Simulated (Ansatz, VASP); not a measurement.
## Two plane-wave programs on TaN

```
Ta N
1.0
     0.00000    2.17900    2.17900
     2.17900    0.00000    2.17900
     2.17900    2.17900    0.00000
Ta N
1 1
Direct
  0.50000 0.50000 0.50000
  0.00000 0.00000 0.00000
```

Alike in both runs: task relaxation of cell and atoms; functional PBE; k mesh 8 × 8 × 8; occupations gaussian, width 0.1 eV; no spin polarisation.

|  | VASP | Ansatz |
| --- | --- | --- |
| version | VASP 6.6.1 | Ansatz 0.2.0 |
| potentials or method | VASP PAW PBE potentials, release 64 (Ta_pv, N) | scalar-relativistic, plane waves, PAW |
| plane-wave cutoff (eV) | 600 | 420 |
| valence electrons in the cell | 16 | 18 |

|  | VASP | Ansatz | Ansatz less VASP |
| --- | --- | --- | --- |
| gap on the k mesh at the Fermi level, each at its own relaxed structure (eV) | none | none | - |
| relaxed volume (Å³/atom) | 10.82 | 10.78 | -0.037 |
| relaxed cell length with the largest relative difference (Å) | 3.128 | 3.124 | -0.0036 |
| energy change over the relaxation (meV/atom) | -21 | -19 | +2.1 |

A gap of «none» marks a metal or a gap that the smearing closes. The two sets of potentials don't hold the same shells in valence.

 Spin-orbit coupling is left out, which matters for the levels of Ta. Zero-point motion and thermal expansion aren't in these numbers.
